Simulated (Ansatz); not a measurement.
**Strain response of CsSnI$_{3}$**

These are results of DFT PBEsol, scalar-relativistic, plane waves, PAW (Ansatz), not measurements. Run with 420 eV cutoff, 6×6×6 k-mesh, Gaussian smearing of 0.01 eV, no spin polarisation.

Reference structure (relaxed):

```
CELL_PARAMETERS angstrom
6.13407 0.00000 0.00000
0.00000 6.13407 0.00000
0.00000 0.00000 6.13407
ATOMIC_POSITIONS crystal
Cs 0.00000 0.00000 0.00000
Sn 0.50000 0.50000 0.50000
I 0.00000 0.50000 0.50000
I 0.50000 0.00000 0.50000
I 0.50000 0.50000 0.00000
```

Deformation: all cell vectors scaled alike, the atoms relaxed, all within the symmetry that the strain leaves. Energies are extrapolated to zero smearing. Gaps are Kohn–Sham gaps over the whole zone.

Spin-orbit coupling is left out, which matters for the bands and energies of heavy elements.

```tsv
strain (%)	ΔE (meV/atom)	a (Å)	b (Å)	c (Å)	gap (eV)
-6.0	107.1	5.766	5.766	5.766	metal
-4.0	44.0	5.889	5.889	5.889	metal
-2.0	10.3	6.011	6.011	6.011	metal
+0.0	0.0	6.134	6.134	6.134	0.11
+2.0	8.4	6.257	6.257	6.257	0.37
+4.0	32.1	6.379	6.379	6.379	0.60
+6.0	67.8	6.502	6.502	6.502	0.80
```

Q: What stiffness (1/V) d²E/dε² at zero strain does a cubic fit over all points give?

A: A cubic fit gives (1/V) d²E/dε² = 169 GPa at zero strain (nine times the bulk modulus at fixed shape).

Symmetry holds off the tilts and polar distortions that many cubic perovskites undergo.